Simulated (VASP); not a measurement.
Set up this calculation in VASP 6.6.1, as the native input.

| Item | Value |
| --- | --- |
| Task | single point |
| Functional | PBEsol |
| Potentials or basis | VASP PAW PBE potentials, release 64 (Sn_d) |
| Cutoff | 700 eV |
| k mesh | 12 × 12 × 12 |
| Occupations | gaussian, width 0.1 eV |
| Spin | no spin polarisation |
| Further INCAR settings | ALGO = Normal; EDIFF = 1e-06 |

The structure of Sn lies in POSCAR:

```
Sn
1.0
    0.0000000000      3.2695400000      3.2695400000
    3.2695400000      0.0000000000      3.2695400000
    3.2695400000      3.2695400000      0.0000000000
Sn
2
Direct
    0.5000000000      0.5000000000      0.5000000000
    0.7500000000      0.7500000000      0.7500000000
```

This isn't the form of Sn at room conditions, which is tetragonal (white tin).

These files were run (other wordings do the same):

INCAR

```
PREC = Accurate
ENCUT = 700
EDIFF = 1E-6
ISMEAR = 0
SIGMA = 0.1
LREAL = False
LASPH = True
NELM = 60
ALGO = Normal
ISIF = 2
LWAVE = False
LCHARG = False
GGA = PS
```

KPOINTS

```
Automatic mesh
0
Gamma
  12 12 12
```

Potentials or basis: VASP PAW PBE potentials, release 64 (Sn_d).

The run is started by

```sh
$ cat potpaw_PBE.64/Sn_d/POTCAR > POTCAR
$ mpirun -np 1 vasp_std > vasp.out
```

It gave:

```json
{
  "Pressure": "0.0 GPa",
  "Band gap on the k mesh": "none (metal or under the smearing width)"
}
```

Caveat: the PAW data sets were made with another functional, which shifts forces and pressure a little.

It took 55 s on 1 thread of Intel(R) Xeon(R) 6975P-C (Granite Rapids) (shared host), peak memory 0.3 GiB.
